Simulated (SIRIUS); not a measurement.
# ZnS under changes of volume

One of the cells (20.121 Å³/atom); the others are scaled copies at fixed shape and fractional positions:

```xyz
2
Lattice="0.0000 2.7199 2.7199 2.7199 0.0000 2.7199 2.7199 2.7199 0.0000" Properties=species:S:1:pos:R:3 pbc="T T T"
Zn    4.0798    4.0798    4.0798
S     0.0000    0.0000    0.0000
```

| Quantity | Value |
| --- | --- |
| Program | SIRIUS 7.10.0 |
| Functional | PBEsol |
| Potentials or basis | PseudoDojo 0.4.1 PBEsol standard (scalar relativistic) |
| Cutoff | 1152 eV |
| Density cutoff | 4606 eV |
| k mesh | 9 × 9 × 9 |
| Occupations | fermi-dirac, width 0.05 eV |
| Spin | no spin polarisation |

| volume (Å³/atom) | energy over the lowest point (meV/atom) | pressure (GPa) | gap on the mesh (eV) |
| --- | --- | --- | --- |
| 18.543 | ? | ? | ? |
| 18.938 | 0.64 | 1.1 | 2.15 |
| 19.332 | 0.00 | -0.6 | 2.06 |
| 20.121 | 9.85 | -3.3 | 1.89 |
| 20.516 | 19.56 | -4.5 | 1.81 |
| 20.910 | 32.02 | -5.6 | 1.73 |

Task: What does the run at 18.543 Å³/atom give?

Result: Energy over the lowest point 5.58 meV/atom; pressure 2.9 GPa; gap on the mesh 2.24 eV.

Worked out: A Birch-Murnaghan fit of order 3 (a polynomial in V^(-2/3)) to the other rows has its minimum at 19.20 Å³/atom with B0 = V·E''(V) = 79 GPa and B' = 4.4. It gives 5.57 meV/atom at 18.543 Å³/atom, against the run's 5.58, and -dE/dV = 2.9 GPa, against 2.9. A straight line through the other rows of the gap, of slope -4.23 eV per unit of ln V, extrapolates to 2.24 eV, against the run's 2.24.

Energies are extrapolated to zero smearing.

Caveats: an odd mesh through Γ misses points on the zone boundary, where band edges often lie.
